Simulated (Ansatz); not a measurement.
Mg:

```
Mg
1.0
     3.20930    0.00000    0.00000
    -1.60465    2.77934    0.00000
     0.00000    0.00000    5.21030
Mg
2
Direct
  0.66667 0.33333 0.75000
  0.33333 0.66667 0.25000
```

| Item | Value |
| --- | --- |
| Program | Ansatz 0.2.0 |
| Task | relaxation of cell and atoms |
| Functional | RPBE |
| Dispersion | D4 |
| Potentials or basis | all-electron LAPW, scalar-relativistic |
| Basis error allowed | 0.001 eV/atom |
| k mesh | 10 × 10 × 5 |
| Occupations | fermi-dirac, width 0.05 eV |
| Spin | no spin polarisation |

At the start: volume 23.24 Å³/atom.

Question: Where does the relaxation end?

Answer: Over 15 steps the energy falls by 3.1 meV/atom and the volume is 23.25 Å³/atom (+0.1 %); space group P6_3/mmc (No. 194, to 0.05 Å).

The path:
| step | energy change (eV) | largest force (eV/Å) | volume (Å³) |
| --- | --- | --- | --- |
| 1 | 0.0000 | 0.0000 | 46.47 |
| 2 | -0.0007 | 0.0000 | 46.65 |
| 3 | -0.0011 | 0.0000 | 46.64 |
| 4 | -0.0031 | 0.0000 | 46.63 |
| 5 | -0.0049 | 0.0000 | 46.61 |
| 6 | -0.0052 | 0.0000 | 46.61 |
| 7 | -0.0054 | 0.0000 | 46.60 |
| 8 | -0.0059 | 0.0000 | 46.56 |
| 9 | -0.0060 | 0.0000 | 46.55 |
| 10 | -0.0060 | 0.0000 | 46.55 |
| 11 | -0.0062 | 0.0000 | 46.49 |
| 12 | -0.0062 | 0.0000 | 46.50 |
| 13 | -0.0062 | 0.0000 | 46.50 |
| 14 | -0.0062 | 0.0000 | 46.50 |
| 15 | -0.0062 | 0.0000 | 46.50 |

Final structure:
```
CELL_PARAMETERS angstrom
3.17823 0.00000 0.00000
-1.58911 2.75243 0.00000
0.00000 0.00000 5.31550
ATOMIC_POSITIONS crystal
Mg 0.66667 0.33333 0.75000
Mg 0.33333 0.66667 0.25000
```
